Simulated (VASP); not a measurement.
Runs of VASP 6.6.1 on CdSe. The structure is cubic, space group F-43m (No. 216). The conventional cell has a = 6.092 Å, b = 6.092 Å, c = 6.092 Å, α = 90.00°, β = 90.00°, γ = 90.00°. Cd (site symmetry -43m) has 4 Se at 2.64 Å as nearest neighbours. Se (site symmetry -43m) has 4 Cd at 2.64 Å as nearest neighbours. Measurements of this composition are mostly on another form, of space group No. 186.

```csv
task,level,potentials or basis,spin,cell,k mesh,cutoff (eV),gap on the mesh (eV),pressure (GPa)
band structure,LDA,"VASP PAW LDA potentials, release 64 (Cd, Se)",off,"F-43m, 28.27 Å³/atom",8 × 8 × 8,520,0.35,(a)
band structure,TB-mBJ,"VASP PAW PBE potentials, release 64 (Cd, Se)",off,"F-43m, 28.27 Å³/atom",8 × 8 × 8,520,1.94,-
relaxation of cell and atoms,PBEsol,"VASP PAW PBE potentials, release 64 (Cd, Se)",off,relaxed,8 × 8 × 8,600,(b),0.0
band structure,r2SCAN,"VASP PAW PBE potentials, release 64 (Cd, Se)",off,"F-43m, 28.27 Å³/atom",8 × 8 × 8,520,1.08,1.4
```

Alike in all rows: smearing gaussian 0.03 eV.

**Question.** Fill in the values left out.

**Answer.** (a) -1.8; (b) 0.47.

Caveats: the PAW data sets were made with another functional, which shifts forces and pressure a little (some runs).

A k mesh can miss the band edges, and the runs leave out spin-orbit coupling on Cd, Se.

Runs at the PBE level aren't shown here.
